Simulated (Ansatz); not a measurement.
**Pb under changes of volume**

One of the cells (32.418 Å³/atom); the others are scaled copies at fixed shape and fractional positions:

```
CELL_PARAMETERS angstrom
3.03861 -1.75032 0.00000
3.03861 1.75032 0.00000
-2.11546 0.00000 6.09522
ATOMIC_POSITIONS crystal
Pb 0.90851 0.90851 0.72629
Pb 0.09149 0.09149 0.27371
```

This isn't the form of Pb at room conditions, which is fcc.

| Property | Result |
| --- | --- |
| Program | Ansatz 0.2.0 |
| Functional | PBEsol |
| Potentials or basis | Ansatz PAW |
| Cutoff | 420 eV (not typed: the program's choice for these potentials) |
| k mesh | 9 × 9 × 5 |
| Occupations | fermi-dirac, width 0.05 eV |
| Spin | no spin polarisation |

```tsv
volume (Å³/atom)	energy over the lowest point (meV/atom)	pressure (GPa)	largest force (eV/Å)
30.473	?	?	?
31.121	0.00	-0.1	0.067
31.769	2.30	-1.0	0.102
32.418	7.98	-1.8	0.137
33.066	16.66	-2.5	0.169
33.714	28.00	-3.1	0.198
34.363	41.70	-3.6	0.225
```

What does the run at 30.473 Å³/atom give?

Energy over the lowest point 1.50 meV/atom; pressure 0.9 GPa; largest force 0.036 eV/Å.

Worked out: A Birch-Murnaghan fit of order 3 (a polynomial in V^(-2/3)) to the other rows has its minimum at 31.04 Å³/atom, just outside them, with B0 = V·E''(V) = 46 GPa and B' = 4.8 at fixed shape and positions, which overstates the stiffness. It gives 1.53 meV/atom at 30.473 Å³/atom, against the run's 1.50, and -dE/dV = 0.9 GPa, against 0.9.

Energies are extrapolated to zero smearing.

Caveats: the PAW data sets come from PBE, with cores solved anew for the run's functional, which leaves a small shift of forces and pressure.
